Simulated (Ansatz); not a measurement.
# TiO2: properties at the relaxed cell

The task here is to estimate one member of a computed series from the others.

Program: Ansatz 0.2.0. Level of theory: DFT r2SCAN, scalar-relativistic, plane waves, PAW. These are calculated values, not measurements.

1 further run of the same task is left out (set aside as unsound or not needed). Runs told in other sessions of the task aren't counted.

## The starting structure

The structure is tetragonal, space group P4_2/mnm (No. 136). The conventional cell has a = 4.597 Å, b = 4.597 Å, c = 2.954 Å, α = 90.00°, β = 90.00°, γ = 90.00°. Ti (site symmetry mmm) is surrounded by 6 O at 1.95 to 1.98 Å. O (site symmetry m2m) is surrounded by 3 Ti at 1.95 to 1.98 Å.

Structure file:

```
Ti O
1.0
     4.59695    0.00000    0.00000
     0.00000    4.59695    0.00000
     0.00000    0.00000    2.95354
Ti O
2 4
Direct
  0.00000 0.00000 0.00000
  0.50000 0.50000 0.50000
  0.30463 0.30463 0.00000
  0.19537 0.80463 0.50000
  0.69537 0.69537 0.00000
  0.80463 0.19537 0.50000
```

It is the result of an earlier relaxation at this level (volume 10.40 Å³/atom; gap on the mesh: 2.22 eV).

Set-up of the first run:

Contents of input.yaml:

```yaml
crystal:
  lattice:
    - [4.5505080809, 0.0, 0.0]
    - [0.0, 4.5505080809, 0.0]
    - [0.0, 0.0, 2.9237072348]
  atoms:
    - { symbol: Ti, position: [0.0, 0.0, 0.0] }
    - { symbol: Ti, position: [0.5, 0.5, 0.5] }
    - { symbol: O, position: [0.3046314523, 0.3046314523, 0.0] }
    - { symbol: O, position: [0.1953685477, 0.8046314523, 0.5] }
    - { symbol: O, position: [0.6953685477, 0.6953685477, 0.0] }
    - { symbol: O, position: [0.8046314523, 0.1953685477, 0.5] }
basis:
  ecutwfc: 500
kpoints:
  mp_grid: { grid: [6, 6, 10] }
hamiltonian:
  xc: r2scan
scf:
  occupations: { method: gaussian, width: 0.02 }
output:
  forces: true
  stress: true
  eigenvalues: true
relax:
  adjacent_minimum: "off"
  f_tol: 0.01
  max_steps: 30
  cell: { stress_tol: 0.1, fix: [volume] }
```

The run is started by

```
ansatz run input.yaml --threads 2 --pin off --max-ram 5120MiB --backend cpu --events-out ev --progress --plain --runs-dir out
```

Steps of the session up to this table: Point at V/V0 = 0.97; The cell scaled to 1.03 of its volume; Volume × 0.94; Point at V/V0 = 1.06; Point at V/V0 = 0.91; Volume × 1.10; Point at V/V0 = 0.88.

One table of the session follows, with a row left open; its other results are not shown here.

It belongs to the step «Energy against volume». 

| volume (Å³/atom) | energy above the lowest point (meV/atom) | pressure (GPa) | gap on the mesh (eV) |
| --- | --- | --- | --- |
| 9.154 | 138.0 | 39.91 | 2.45 |
| 9.466 | 72.8 | 27.28 | 2.37 |
| 9.778 | ? | ? | ? |
| 10.090 | 7.1 | 7.56 | 2.26 |
| 10.402 | 0.0 | 0.00 | 2.22 |
| 10.714 | 6.3 | -6.28 | 2.20 |
| 11.026 | 23.7 | -11.37 | 2.20 |
| 11.443 | 60.4 | -16.57 | 2.24 |

**Question.** Estimate the row for volume (Å³/atom) = 9.778.

Worked estimate for «energy above the lowest point (meV/atom)». A straight line through the neighbours (9.466, 72.8) and (10.090, 7.1) gives 72.8 + (7.1 − 72.8) × (9.778 − 9.466) / (10.090 − 9.466) = 39.9; a parabola fitted to 4 rows on both sides gives 30.3.

As computed: energy above the lowest point (meV/atom): 30.4; pressure (GPa): 16.58; gap on the mesh (eV): 2.31. In «energy above the lowest point (meV/atom)» the line misses by +9.5 and the parabola by -0.1.
